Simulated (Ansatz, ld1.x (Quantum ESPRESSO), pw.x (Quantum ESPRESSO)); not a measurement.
## From atom to crystal: TM potential for lanthanum (La)

lanthanum (La), norm-conserving Troullier–Martins (Kleinman–Bylander form), made with ld1.x (Quantum ESPRESSO) 7.5 (PBEsol, scalar-relativistic). Core [Xe], reference 4f0 5d1 6s2 6p0. Waves: 6p (bound, empty): rc 4.20 bohr; 5d (bound): rc 2.40 bohr; 4f (bound, empty): rc 1.60 bohr; 6s (bound): rc 3.25 bohr. Local part: the s channel. Core correction: a·sin(br)/r model core, default radius (core density twice the valence density).

Atomic tests: cutoffs needed: 10 Ry and 15 Ry (the cutoffs (Ry, on a coarse ladder) from which the occupation-weighted sum of valence levels, in a spherical-Bessel basis at the reference potential, stays within 10 and 1 mRy of its value at 400 Ry) The cutoffs count occupied waves only; the empty 4f level needs 120 Ry at the loose tolerance.; ghost test: no extra level below or beside the all-electron valence levels (p, d, f, s tested) (spherical-Bessel basis up to 400 Ry, 20 bohr box); configuration tests: 1 of 7 tests not solved or not reliable.

Crystal test: fcc La in pw.x 7.5, no spin, 11³ k-points, Fermi–Dirac smearing 0.01 Ry, cutoffs 50/200 Ry. The reference is all-electron LAPW (Ansatz 0.2.0) with the same functional, mesh and smearing; V0 and B0 come from Birch–Murnaghan fits to the pressures at five volumes. Errors are pseudo minus all-electron; Δ is the rms difference of the E(V) curves that follow from these fits, minima aligned, over ±6 % about the mean V0. Mesh and smearing are coarse, so the numbers serve the comparison and aren't converged zero-temperature values; the lattice is a test structure that the element need not adopt.

```
V (Å³/atom)  P all-electron (GPa)  P pseudo (GPa)
     31.994                  1.86            9.44
     32.836                  1.06            8.03
     33.678                  0.33            6.73
     34.520                 -0.34            5.55
     35.362                 -0.96            4.46
```

All-electron: a0 = 5.147 Å (V0 = 34.08 Å³/atom), B0 = 27.2 GPa.

Pseudopotential: mean pressure error (GPa): +6.45. The pressure does not cross zero within the volumes sampled, so no fit is given. The largest radius (4.20 bohr) exceeds half the bond length (3.42 bohr), so the spheres overlap, which is one possible source of error among others. This is a poor potential for the solid. Atomic configuration tests: 1 of 7 tests not solved or not reliable.

Question: At the middle volume, how do free energy and pressure move when the wave cutoff is lowered (ecutrho kept at four times it)?

Answer:

```tsv
cutoff (Ry)	shift of F (meV/atom)	shift of P (GPa)
22	+15.8	+0.31
30	+12.2	+0.33
40	+7.6	+0.21
```

Input at the middle volume:

```
&control
  calculation='scf', prefix='x', pseudo_dir='./', outdir='./tmp', tstress=.true., disk_io='none'
/
&system
  ibrav=0, nat=1, ntyp=1, ecutwfc=50, ecutrho=200, nbnd=8,
  occupations='smearing', smearing='fd', degauss=0.01
/
&electrons
  conv_thr=1e-09, mixing_beta=0.4, electron_maxstep=70
/
ATOMIC_SPECIES
La 1.0 La.UPF
CELL_PARAMETERS angstrom
  0.00000000 2.56313865 2.56313865
  2.56313865 0.00000000 2.56313865
  2.56313865 2.56313865 0.00000000
ATOMIC_POSITIONS crystal
La 0.0000 0.0000 0.0000
K_POINTS automatic
11 11 11 0 0 0
```

```bash
pw.x < La.scf.in > La.scf.out
```

Lines of the output:

```
Message from routine setup:
     using ibrav=0 with symmetry is DISCOURAGED, use correct ibrav instead
     lattice parameter (alat)  =       6.8499  a.u.
     unit-cell volume          =     227.2704 (a.u.)^3
     number of electrons       =         3.00
     number of Kohn-Sham states=            8
     kinetic-energy cutoff     =      50.0000  Ry
     charge density cutoff     =     200.0000  Ry
     scf convergence threshold =      1.0E-09
     Exchange-correlation= PBESOL
     number of k points=    56  Fermi-Dirac smearing, width (Ry)=  0.0100
     iteration #  1     ecut=    50.00 Ry     beta= 0.40
     total energy              =      -5.24644732 Ry
     estimated scf accuracy    <       0.00041536 Ry
     iteration #  2     ecut=    50.00 Ry     beta= 0.40
     total energy              =      -5.24650806 Ry
     estimated scf accuracy    <       0.00014800 Ry
     iteration #  3     ecut=    50.00 Ry     beta= 0.40
     total energy              =      -5.24651227 Ry
     estimated scf accuracy    <       0.00000105 Ry
     iteration #  4     ecut=    50.00 Ry     beta= 0.40
     total energy              =      -5.24651319 Ry
     estimated scf accuracy    <       0.00000002 Ry
     iteration #  5     ecut=    50.00 Ry     beta= 0.40
     total energy              =      -5.24651322 Ry
     estimated scf accuracy    <       0.00000001 Ry
     iteration #  6     ecut=    50.00 Ry     beta= 0.40
     the Fermi energy is     5.6954 ev
!    total energy              =      -5.24651322 Ry
     estimated scf accuracy    <          2.8E-10 Ry
     smearing contrib. (-TS)   =      -0.00578801 Ry
     The total energy is F=E-TS. E is the sum of the following terms:
     one-electron contribution =       3.06294308 Ry
     hartree contribution      =       0.00192347 Ry
     xc contribution           =      -4.04600149 Ry
     ewald contribution        =      -4.25959027 Ry
     convergence has been achieved in   6 iterations
          total   stress  (Ry/bohr**3)                   (kbar)     P=       67.35
     Message from routine punch:
     Nothing written, as per user request (disk_io='none')
```

The run at the middle volume (56 k-points, 6 iterations) took about 4.2 s on one core of a shared host (AMD EPYC 9R45, 192 threads, 1484 GiB, load 106).
